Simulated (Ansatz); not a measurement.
# ZrS (Fm-3m), a vibration from a frozen displacement

The calculation used Ansatz 0.2.0, DFT PBEsol, scalar-relativistic, plane waves, PAW. The runs took a 420 eV cutoff, a Γ-centred 16×16×16 mesh and Gaussian smearing (0.15 eV). No spin polarisation. Energies are free energies at this smearing, counted from the undisturbed cell; pressure is positive in compression.

The undisturbed cell (as given, not relaxed at this level; it stands at -6.5 GPa, and it needn't be the usual structure):

```
CELL_PARAMETERS angstrom
0.00000 2.62500 2.62500
2.62500 0.00000 2.62500
2.62500 2.62500 0.00000
ATOMIC_POSITIONS crystal
Zr 0.00000 0.00000 0.00000
S 0.50000 0.50000 0.50000
```

Every Zr atom is moved by x along the Cartesian unit vector (1.000, 0.000, 0.000); the cell and all other atoms stay fixed. The cell's volume is 36.18 Å³; the moved atoms weigh 91.224 u together and the others 32.060 u. Some rows repeat others by symmetry and weren't run.

| x (Å) | ΔE (meV/cell) | total force on the moved atoms along the move (eV/Å) | pressure (GPa) |
| --- | --- | --- | --- |
| -0.5000 | 1118.05 | 6.7136 | 10.9977 |
| -0.4375 | 755.60 | 4.9583 | 6.3715 |
| -0.3750 | 490.34 | 3.5821 | 2.6490 |
| -0.3125 | 302.36 | 2.4811 | -0.3073 |
| -0.2500 | 173.33 | 1.6891 | -2.6171 |
| -0.1875 | 88.10 | 1.0640 | -4.3385 |
| -0.1250 | 36.20 | 0.6201 | -5.5294 |
| -0.0625 | 8.55 | 0.2783 | -6.2311 |
| 0.0000 | 0.00 | 0.0000 | -6.4613 |
| 0.0625 | 8.55 | -0.2783 | -6.2311 |
| 0.1250 | 36.20 | -0.6201 | -5.5294 |
| 0.1875 | 88.10 | -1.0640 | -4.3385 |
| 0.2500 | 173.33 | -1.6891 | -2.6171 |
| 0.3125 | 302.36 | -2.4811 | -0.3073 |
| 0.3750 | 490.34 | -3.5821 | 2.6490 |
| 0.4375 | 755.60 | -4.9583 | 6.3715 |
| 0.5000 | 1118.05 | -6.7136 | 10.9977 |

Q: What frequency belongs to this motion?

A: The force constant is k = −dF/dx = 4.453 eV/Å², from the parabola through x = -0.0625, 0 and 0.0625. In every cell the moved atoms swing against the rest, so the mass is μ = m₁m₂/(m₁ + m₂) = 23.723 u, and ν̃ = 521.5 cm⁻¹ × √(|k|/μ) = 226 cm⁻¹, at this cell's pressure of -6.5 GPa. To first order in x, and within 1 %, the force on every atom lies along the move and, within each of the two groups, in proportion to the atom's mass, so this is itself a mode at the zone centre of this cell.

Q: How far does the harmonic law reach?

A: At x = -0.500 Å, kx²/2 = 556.60 meV against the computed 1118.05 meV (+100.9 %): the well stiffens in this direction at large amplitude.

Q: The pressure changes with x². What does that say about the frequency under compression?

A: With E = k(V)x²/2, k ∝ V^(−2γ) and x scaling with the cell as V^(1/3), P − P0 = −∂E/∂V = (2γ − 2/3) ΔE/V. At x = 0.1250 Å, V(P − P0) = 36.18 × 0.93196 / 160.2 eV = 210.43 meV and ΔE = 36.20 meV, so γ = 1/3 + V(P − P0)/(2ΔE) = 3.24. This is the Grüneisen parameter of the motion under uniform scaling of the cell: shrinking the cell evenly by 1 % in volume raises the frequency by about 3.24 %.

In a metal these slopes depend on the k mesh and the smearing.

The undistorted cell sits in a single well: the force on Zr is restoring at every displacement, so nothing here points to a polar off-centring of the two sublattices. Inversion symmetry removes the cubic term, and the stiffening comes from even higher-order terms. As Zr closes in on one sulfur neighbour, the overlap repulsion rises steeply, faster than the bond on the opposite side weakens. The same repulsion probably accounts for the pressure rising with displacement and for the large positive Grüneisen parameter of 3.24. Since the cell is under tension, its Zr–S contacts are stretched, and relaxing it should raise the frequency above 226 cm⁻¹. In the metallic state expected for formally d² Zr(II), the carriers screen the long-range field of the polar motion, so the usual longitudinal–transverse splitting of an ionic rock salt should be absent at the zone centre. A restoring force for this one motion leaves open whether the lattice is stable against zone-boundary modes or shear.
